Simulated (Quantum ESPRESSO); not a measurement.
**HfN under changes of volume**

One of the cells (11.482 Å³/atom); the others are scaled copies at fixed shape and fractional positions:

```
Hf N
1.0
     0.00000    2.25600    2.25600
     2.25600    0.00000    2.25600
     2.25600    2.25600    0.00000
Hf N
1 1
Direct
  0.00000 0.00000 0.00000
  0.50000 0.50000 0.50000
```

* Program: Quantum ESPRESSO 7.5
* Functional: PBEsol
* Dispersion: rVV10
* Potentials or basis: PseudoDojo 0.4.1 SR PBEsol standard
* Cutoff: 1143 eV
* Density cutoff: 4572 eV
* k mesh: 10 × 10 × 10
* Occupations: fermi-dirac, width 0.05 eV
* Spin: no spin polarisation

```tsv
volume (Å³/atom)	energy over the lowest point (meV/atom)	pressure (GPa)
10.793	15.32	12.3
11.023	2.85	5.2
11.252	0.00	-1.1
11.482	?	?
11.712	19.27	-11.9
11.941	39.72	-16.5
12.171	66.39	-20.6
```

What does the run at 11.482 Å³/atom give?

Energy over the lowest point 5.77 meV/atom; pressure -6.8 GPa.

Worked out: A Birch-Murnaghan fit of order 3 (a polynomial in V^(-2/3)) to the other rows has its minimum at 11.21 Å³/atom with B0 = V·E''(V) = 299 GPa and B' = 4.3. It gives 5.77 meV/atom at 11.482 Å³/atom, against the run's 5.77, and -dE/dV = -6.8 GPa, against -6.8.

Energies are extrapolated to zero smearing.

Caveats: rVV10's parameter b was fitted to another functional.
